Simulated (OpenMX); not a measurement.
The system is CdSe (Cadmoselite).

```xyz
4
Lattice="4.3000 0.0000 0.0000 -2.1500 3.7239 0.0000 0.0000 0.0000 7.0200" Properties=species:S:1:pos:R:3 pbc="T T T"
Cd    2.1500    1.2413    3.5100
Cd    0.0000    2.4826    0.0000
Se    2.1500    1.2413    6.2127
Se    0.0000    2.4826    2.7027
```

Base run:

```yaml
Program: OpenMX 3.8.5
Functional: PBE
Potentials_or_basis: OpenMX 2013 PBE set, Cd7.0-s3p2d2, Se7.0-s3p2d2, grid cutoff 500 Ry
k_mesh: 5 × 5 × 3
Occupations: fermi-dirac, width 0.05 eV
Spin: non-collinear spin, zero start, spin-orbit coupling
Starting_moments: "[[0.0, 0.0, 0.0], [0.0, 0.0, 0.0], [0.0, 0.0, 0.0], [0.0, 0.0, 0.0]] μB"
```

Its results: band gap on the k mesh 0.77 eV, direct; net moment 0.00 μB per cell; largest force 0.333 eV/Å.

Q: The run is repeated on the same cell with these changes: spin from non-collinear spin, zero start, spin-orbit coupling to non-collinear spin, zero start. What comes out?

A: Band gap on the k mesh 0.89 eV, direct; net moment 0.00 μB per cell; largest force 0.333 eV/Å.

Spin-orbit coupling splits the band edges, which narrows the gap.

Caveats: the basis of atomic orbitals isn't converged, which shifts pressures, moduli and gaps; total energies with and without spin-orbit coupling shouldn't be compared in this program (some runs).

Not every run made on this cell is shown here.
